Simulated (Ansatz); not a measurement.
# O started at a second open point in anatase TiO2, 109 atoms, charge 0

All numbers come from Ansatz (PAW, plane waves, no spin–orbit coupling) at the single k point (¼, ¼, ¼) without its symmetry partners. The atoms were relaxed with PBEsol in a fixed cell; other functionals are single points on those atoms unless said otherwise. The valence top and gap of the host come from its small cell on a dense mesh, with the band extrema sought between the mesh points, lined up by the mean potential, PBEsol gap 2.10 eV, HSE06 gap 3.65 eV, r²SCAN gap 2.54 eV.

Relaxed structure:

```
Ti O
1.0
    11.31128    0.00001   -0.00003
     0.00001   11.31128   -0.00003
    -0.00002   -0.00002    9.54839
Ti O
36 73
Direct
  0.00052 0.99915 0.00095
  0.00030 0.33281 0.00125
  0.00033 0.66572 0.00119
  0.33418 0.99899 0.99533
  0.33417 0.33250 0.99842
  0.33418 0.66780 0.98307
  0.66778 0.99914 0.00094
  0.66801 0.33281 0.00123
  0.66800 0.66571 0.00123
  0.00059 0.16594 0.25031
  0.00145 0.49897 0.25182
  0.00113 0.83257 0.25128
  0.33420 0.17120 0.25071
  0.33417 0.50102 0.24719
  0.33414 0.84552 0.25349
  0.66784 0.16594 0.25028
  0.66691 0.49894 0.25184
  0.66724 0.83257 0.25130
  0.16603 0.99965 0.75035
  0.16643 0.33178 0.75135
  0.16285 0.66488 0.74649
  0.50231 0.99964 0.75029
  0.50196 0.33181 0.75129
  0.50565 0.66489 0.74646
  0.83418 0.99897 0.74982
  0.83420 0.33228 0.74996
  0.83422 0.66523 0.74809
  0.16672 0.16553 0.50057
  0.17043 0.49571 0.49983
  0.16877 0.83342 0.50143
  0.50158 0.16553 0.50059
  0.49775 0.49572 0.49974
  0.49947 0.83340 0.50136
  0.83414 0.16556 0.49982
  0.83412 0.49846 0.49890
  0.83414 0.83251 0.49999
  0.00174 0.99879 0.20827
  0.99953 0.33236 0.20813
  0.00256 0.66592 0.20777
  0.33404 0.00238 0.20611
  0.33396 0.33332 0.20796
  0.33429 0.67745 0.19616
  0.66660 0.99881 0.20825
  0.66891 0.33232 0.20810
  0.66558 0.66592 0.20783
  0.99986 0.16516 0.45673
  0.00098 0.49988 0.45731
  0.00097 0.83192 0.45756
  0.33417 0.16696 0.45943
  0.33414 0.47353 0.46924
  0.33412 0.85506 0.46486
  0.66845 0.16516 0.45669
  0.66734 0.49989 0.45731
  0.66734 0.83186 0.45757
  0.00050 0.16581 0.04296
  0.00079 0.49948 0.04269
  0.00119 0.83243 0.04288
  0.33427 0.16768 0.04247
  0.33420 0.50217 0.04272
  0.33415 0.83484 0.03915
  0.66778 0.16579 0.04290
  0.66758 0.49951 0.04273
  0.66718 0.83241 0.04292
  0.00027 0.99901 0.79294
  0.00034 0.33135 0.79352
  0.99989 0.66543 0.79084
  0.33417 0.99736 0.79152
  0.33417 0.33409 0.79292
  0.33415 0.66586 0.78877
  0.66805 0.99895 0.79295
  0.66800 0.33137 0.79352
  0.66849 0.66544 0.79075
  0.16777 0.16660 0.29350
  0.16769 0.49503 0.29195
  0.16881 0.83285 0.29397
  0.50054 0.16668 0.29347
  0.50067 0.49465 0.29190
  0.49950 0.83312 0.29398
  0.83418 0.16482 0.29147
  0.83417 0.49965 0.29211
  0.83416 0.83202 0.29190
  0.16687 0.00109 0.95750
  0.16708 0.33341 0.95860
  0.16628 0.66617 0.95482
  0.50147 0.00098 0.95751
  0.50126 0.33349 0.95863
  0.50209 0.66619 0.95464
  0.83415 0.99906 0.95815
  0.83417 0.33306 0.95804
  0.83414 0.66624 0.95712
  0.15991 0.00052 0.54428
  0.15796 0.33044 0.54508
  0.16986 0.66536 0.54221
  0.50842 0.00052 0.54428
  0.51036 0.33043 0.54509
  0.49858 0.66535 0.54210
  0.83415 0.99873 0.54248
  0.83420 0.33227 0.54223
  0.83421 0.66563 0.54220
  0.17053 0.16565 0.70976
  0.16726 0.49855 0.70779
  0.16725 0.83234 0.70780
  0.49781 0.16563 0.70975
  0.50099 0.49856 0.70776
  0.50097 0.83233 0.70777
  0.83412 0.16552 0.70728
  0.83414 0.49863 0.70744
  0.83418 0.83233 0.70731
  0.33454 0.65183 0.34051
```

Chemical potentials μ are those of reference phases of the elements at zero temperature by the same functional (the usual solids, diamond for C, grey Sn, and the molecules H2, N2, O2, F2, Cl2, Br2 and S8).

```csv
functional,E(defect) − E(host) − Σ nμ + q·E_VBM (eV),monopole (eV),alignment (eV),formation energy at E_F = VBM (eV),moment (μB),"wall time, shared host"
PBEsol,2.16,0.00,0.00,2.16,0 (no spin),16 s on NVIDIA GB200 (relaxation)
HSE06,2.72,0.00,0.00,2.72,0 (no spin),44 s on NVIDIA GB200
r²SCAN,2.47,0.00,0.00,2.47,0 (no spin),5.3 s on NVIDIA GB200
```

HSE06 one-electron levels near the gap (the ten most localised at most), from the host's valence top:

| level (eV) | spin | filling | atoms sharing it | element of the atom with most weight |
| --- | --- | --- | --- | --- |
| -0.29 | both | 2.00 | 48.8 | spread |
| -0.29 | both | 2.00 | 55.5 | spread |
| -0.28 | both | 2.00 | 49.9 | spread |
| -0.26 | both | 2.00 | 49.4 | spread |
| -0.13 | both | 2.00 | 64.0 | spread |
| -0.10 | both | 2.00 | 64.6 | spread |
| 0.02 | both | 2.00 | 11.8 | O |
| 0.48 | both | 2.00 | 3.3 | O |

r²SCAN one-electron levels near the gap (the ten most localised at most), from the host's valence top:

```
level (eV)  spin  filling  atoms sharing it  element of the atom with most weight
     -0.30  both     2.00              48.8                                spread
     -0.28  both     2.00              47.6                                spread
     -0.27  both     2.00              49.3                                spread
     -0.27  both     2.00              51.2                                spread
     -0.25  both     2.00              54.8                                spread
     -0.12  both     2.00              63.7                                spread
     -0.09  both     2.00              64.0                                spread
      0.00  both     2.00              12.4                                     O
      0.59  both     2.00               3.2                                     O
```

All elements are taken at their own reference at once; growth conditions in equilibrium with the host shift these energies, by up to the host's formation enthalpy.

One k point and a cell of this size can leave errors of several tenths of an eV in such numbers.
